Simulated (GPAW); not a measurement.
## MgS (Niningerite): G0W0 quasiparticle levels with LDA

MgS (Niningerite):

```
S Mg
1.0
     0.00000    2.60165    2.60165
     2.60165    0.00000    2.60165
     2.60165    2.60165    0.00000
S Mg
1 1
Direct
  0.50000 0.50000 0.50000
  0.00000 0.00000 0.00000
```

| Item | Value |
| --- | --- |
| Program | GPAW 26.7.0 |
| Task | G0W0 quasiparticle levels |
| Functional | LDA |
| Potentials or basis | the program's PAW data sets (release 1.2.1) made for this functional |
| Cutoff | 650 eV |
| Basis | pw |
| k mesh | 4 × 4 × 4 |
| Occupations | fermi-dirac, width 0.001 eV |
| Spin | no spin polarisation |
| Response ecut | 100 eV |
| Frequency | ppa |
| Extrapolate | yes |
| Qp bands | 2 |
| Maxiter | 150 |
| Integrate gamma | WS |
| Vertex | none |
| All k | no |
| Response bands | 79 |

The band gap on the k mesh, mean-field level is 2.54 eV, indirect (least direct gap 3.47 eV), the quasiparticle gap is 4.15 eV and the least direct quasiparticle gap is 5.04 eV.

Levels at points of the mesh, in eV from the valence-band top:
| k point | band 5 | band 6 | band 7 | band 8 | band 9 | band 10 | band 11 | band 12 |
| --- | --- | --- | --- | --- | --- | --- | --- | --- |
| (0.00, 0.00, 0.00) | -12.65 | 0.00 | 0.00 | 0.00 | 3.47 | 7.78 | 7.78 | 7.78 |
| (0.50, 0.50, 0.00) | -10.95 | -4.25 | -1.71 | -1.71 | 2.54 | 4.22 | 11.79 | 12.58 |
| (0.50, 0.50, 0.50) | -11.32 | -4.92 | -0.59 | -0.59 | 4.35 | 6.70 | 6.70 | 9.86 |

Run time: 48 s on 1 thread of AMD EPYC 9R45 96-Core Processor (Zen 5), on a shared host, peak memory 0.38 GiB.

Caveat: the k mesh is coarse (spacing up to 0.52 Å⁻¹), so the values aren't converged; the quasiparticle gap is taken among the few k points that were corrected; the long-wavelength limit can be off by a per cent or two. A k mesh can miss the band edges.
